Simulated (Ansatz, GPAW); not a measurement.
## One calculation of Ru, 3 ways

```xyz
2
Lattice="2.7058 0.0000 0.0000 -1.3529 2.3433 0.0000 0.0000 0.0000 4.2819" Properties=species:S:1:pos:R:3 pbc="T T T"
Ru    1.3529    0.7811    3.2114
Ru    0.0000    1.5622    1.0705
```

Alike in all runs: task single point; functional PBE; k mesh 11 × 11 × 6; occupations gaussian, width 0.023 eV; no spin polarisation; no spin-orbit coupling. Pressure is positive in compression and, in plane waves, holds the error of the finite cutoff, which Ansatz's Pulay term estimates and takes out.

```csv
program and potentials,plane-wave cutoff (eV),notes,pressure (GPa)
"Ansatz, Ansatz PAW",420,Pulay term of +0.07 GPa included,4.51
"Ansatz, all-electron LAPW, scalar-relativistic",-,-,4.45
"GPAW, GPAW PAW data sets (gpaw-data 1.2.1)",600,-,3.57
```

The pressure spans 3.57 (GPAW, GPAW PAW data sets (gpaw-data 1.2.1)) to 4.51 GPa (Ansatz, Ansatz PAW), with all-electron results at 4.45.

Differences between rows come from potentials, basis sets and numerical settings, since the functional is the same but for its coding. Runs on potential files found faulty are left out.

All three runs put this hcp ruthenium cell under compression, so PBE would favour a somewhat larger volume. The cell is close to the measured one, and the sign fits the functional's known tendency to make the bonds of late 4d metals slightly too long. The pressure amounts to several GPa although the mismatch in volume is small, because ruthenium is very stiff: its d band is filled mostly through bonding states, and the strong, short metallic bonds resist any change in volume.

The Ansatz PAW result lies close to the all-electron one, which suggests that its potential adds little error at this volume. GPAW's lower value may reflect its data set or a remaining basis-set stress. For so stiff a metal, even that gap corresponds to only a slight shift in equilibrium volume, so the compression itself is a firmer result than its exact size. Pressure averages over the stress components, so it doesn't show whether the axial ratio is also at its PBE optimum.
